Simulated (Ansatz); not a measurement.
Runs of Ansatz 0.2.0 on As. Symmetry: R-3m, No. 166, trigonal system. Conventional cell: a = 3.762 Å, b = 3.762 Å, c = 10.542 Å, α = 90.00°, β = 90.00°, γ = 120.00°. As (site symmetry 3m) has 3 As at 2.51 Å as nearest neighbours. 

```csv
cell,target pressure (GPa),gap on the mesh (eV),pressure (GPa)
relaxed to 2 GPa,2,(a),2.0
relaxed to 5 GPa,5,0.06,5.0
relaxed,0,none,0.0
relaxed to 30 GPa,30,none,30.0
relaxed to 20 GPa,20,none,20.0
relaxed to 10 GPa,10,none,10.0
```

Alike in all rows: task relaxation of cell and atoms; level PBE; potentials or basis Ansatz PAW; no spin polarisation; k mesh 9 × 9 × 9; cutoff (eV) 420; smearing fermi-dirac 0.05 eV.

Q: Fill in the values left out.

A: (a) 0.09.

Caveats: the plane-wave basis is chosen anew once the cell has moved, so the energies of steps on either side of that aren't comparable; odd divisions of the mesh miss points on the zone boundary, where band edges often lie, so the gap on the mesh can be too wide (some runs).

A k mesh can miss the band edges, and the runs leave out spin-orbit coupling on As.

A gap of «none» marks a metal or a gap under the smearing width.
